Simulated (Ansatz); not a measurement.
## Moving the share of exact exchange in C

It takes space group Fd-3m (No. 227, cubic). Conventional cell: a = 3.567 Å, b = 3.567 Å, c = 3.567 Å, α = 90.00°, β = 90.00°, γ = 90.00°. Around C (site symmetry -43m) lie 4 C at 1.54 Å.

Kept alike: task single point; k mesh 7 × 7 × 7; occupations fermi-dirac, width 0.05 eV; no spin polarisation. Program: Ansatz, Ansatz PAW, cutoff 500 eV. The mesh is that of the run's cell of 2 atoms. No spin-orbit coupling.

| share of exact exchange, α | pressure (GPa) |
| --- | --- |
| 0 | -2.40 |
| 0.1 | -5.64 |
| 0.15 | -7.23 |
| 0.25 | ? |
| 0.35 | -13.46 |
| 0.5 | -17.99 |

The k mesh is coarse, so the values aren't converged. Pressure is positive in compression, with a Pulay correction for the finite cutoff. All rows use potentials made for PBE. The mesh is thin for exact exchange.

Fit the rows shown and predict the run at 0.25.

A least-squares line through the rows shown is pressure = -31.142 α - 2.493 (largest miss 0.093); at α = 0.25 it gives -10.28 GPa. The run gave: pressure -10.37 GPa.
